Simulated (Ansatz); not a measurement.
Results of LDA in Ansatz (PAW) for cubic perovskite BaSnO3.

Numerical settings: plane-wave cutoff 520 eV, 8×8×8 k mesh, Fermi–Dirac smearing 0.01 eV, scalar-relativistic PAW data made under PBE.

Energies at three volumes about the minimum:

```
V (Å³/atom)  E − E_lowest (meV/atom)
-----------  -----------------------
13.342                          2.91
13.614                          0.00
13.887                          2.73
```

### Question
Fit a parabola by hand: where is the minimum, what lattice constant follows, and what is the bulk modulus?

### Answer
Slopes: (0.00 − 2.91)/(13.614 − 13.342) = -10.699 and (2.73 − 0.00)/(13.887 − 13.614) = 10.000 meV/Å³. Curvature E″ = 2 × (10.000 − (-10.699))/(13.887 − 13.342) = 75.960 meV/Å⁶. From the middle of the first interval, the slope vanishes at V0 = 13.4780 − (-10.699)/75.960 = 13.619 Å³/atom. B = V0 E″ = 13.619 × 75.960 meV/Å³ × 0.1602 GPa per meV/Å³ = 166 GPa. With 5 atoms in the cube, a = (5 × 13.619)^(1/3) = 4.084 Å. The full Birch–Murnaghan fit to all volumes gives V0 = 13.613 Å³/atom and B0 = 166 GPa.

Measured, for comparison: lattice constant a 4.116 Å (temperature not stated, not corrected to a static lattice; as tabulated in Lee et al. (2017), arXiv:1707.09778).

Note: the relaxation could not lower the start's symmetry, so the cell can be a saddle point above a distorted one.

Ansatz is an electronic-structure program.
